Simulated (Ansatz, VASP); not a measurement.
Two plane-wave programs on Zn2SiN3

The input INCAR:

```
ALGO = Normal
EDIFF = 1E-6
ENCUT = 520
GGA = PE
ISIF = 2
ISMEAR = 0
LASPH = T
LCHARG = F
LREAL = F
LWAVE = F
NBANDS = 30
NELM = 80
PREC = Accurate
SIGMA = 0.1
```

File KPOINTS:

```
k-points
0
Gamma
  6 6 4
```

Contents of POSCAR:

```
Zn2SiN3
1.0
    4.8664125000      0.0000000000      0.0000000000
   -2.4332062500      4.2144368500      0.0000000000
    0.0000000000      0.0000000000      4.0098704900
Zn Si N
2 1 3
Direct
    0.3333333300      0.6666666700      0.0000000000
    0.6666666700      0.3333333300      0.0000000000
    0.0000000000      0.0000000000      0.0000000000
    0.5000000000      0.0000000000      0.5000000000
    0.0000000000      0.5000000000      0.5000000000
    0.5000000000      0.5000000000      0.5000000000
```

Input for Ansatz:

```yaml
crystal:
  lattice:
    - [4.8664125, 0.0, 0.0]
    - [-2.43320625, 4.21443685, 0.0]
    - [0.0, 0.0, 4.00987049]
  atoms:
    - { symbol: Zn, position: [0.33333333, 0.66666667, 0.0] }
    - { symbol: Zn, position: [0.66666667, 0.33333333, 0.0] }
    - { symbol: Si, position: [0.0, 0.0, 0.0] }
    - { symbol: "N", position: [0.5, 0.0, 0.5] }
    - { symbol: "N", position: [0.0, 0.5, 0.5] }
    - { symbol: "N", position: [0.5, 0.5, 0.5] }
basis:
  ecutwfc: 420
kpoints:
  mp_grid: { grid: [6, 6, 4] }
hamiltonian:
  xc: pbe
scf:
  occupations: { method: gaussian, width: 0.1 }
  lower_state_search: "off"
output:
  forces: true
  stress: true
  eigenvalues: true
```

Change from the starting cell: species swapped into the YCo3Ni2 type (P6/mmm, No. 191).

Alike in both runs: task single point; functional PBE; k mesh 6 × 6 × 4; occupations gaussian, width 0.1 eV; no spin polarisation.

```csv
,VASP,Ansatz
version,VASP 6.6.1,Ansatz 0.2.0
potentials or method,"VASP PAW PBE potentials, release 64 (Zn, Si, N)","scalar-relativistic, plane waves, PAW"
plane-wave cutoff (eV),520,420
valence electrons in the cell,43,43
```

```tsv
	VASP	Ansatz	Ansatz less VASP
gap on the k mesh at the Fermi level (eV)	none	none	-
pressure (GPa)	-14.6	-14.7	-0.12
largest component of the traceless stress (GPa)	10.42	10.53	+0.112
```

A gap of «none» marks a metal or a gap that the smearing closes.

Caveats: the k mesh is coarse (spacing up to 0.39 Å⁻¹), so the values aren't converged.
